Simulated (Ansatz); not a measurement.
Here is an unrelaxed guess for Sn₂Ge.

```
CELL_PARAMETERS angstrom
4.14303 0.00000 0.00000
-2.07151 3.58797 0.00000
0.00000 0.00000 10.14830
ATOMIC_POSITIONS crystal
Sn 0.00000 0.00000 0.37500
Sn 0.33333 0.66667 0.04167
Sn 0.66667 0.33333 0.95833
Sn 0.00000 0.00000 0.62500
Ge 0.66667 0.33333 0.70833
Ge 0.33333 0.66667 0.29167
```

All numbers below come from DFT PBE, scalar-relativistic, plane waves, PAW (Ansatz). Settings: cutoff 420 eV, Γ-centred mesh 6×6×2 on the computed 6-atom cell, Gaussian smearing of 0.10 eV; no spin polarisation.

The zero of energy is the elements' standard structures at the same level; no fitted shifts are applied. The references include grey tin.

Q: What does a single point on this coarse mesh give?

A: The pressure is 19.8 GPa (the mean over three directions, positive in compression), the largest force is 1.76 eV/Å, and the energy is +0.43 eV/atom against the elements. The shortest distance is 2.54 Å.

Q: Is it a good guess?

A: A rough one: relaxing gains about 0.39 eV/atom (the start's value is from the coarse mesh, so the gain is rough) in 10 ionic steps and ends at +0.04 eV/atom on the finer mesh. The symmetry stays P-3m1 (No. 164). The volume per atom grows by 28.6 %, from 25.1 to 32.3 Å³. The shortest distance goes from 2.54 Å (Sn–Ge and Sn–Sn) to 2.69 Å (Sn–Ge). Conventional cell: a = 4.499 Å, c = 11.063 Å. Sn on its first site is surrounded by 3 Ge at 2.74 Å and 1 Sn at 2.89 Å; Sn on its second site is surrounded by 1 Ge at 2.69 Å and 3 Sn at 2.81 Å; Ge has 4 Sn at 2.69–2.74 Å.

The last run used a 12×12×4 mesh (in the run's order of axes) for its 6-atom cell and Gaussian smearing of 0.10 eV. The relaxation can't lower the symmetry of the start, and the grade says only how near the guess is to its own end. A later test with randomly moved atoms came back to the same energy, though modes that don't fit the test's cell weren't probed.
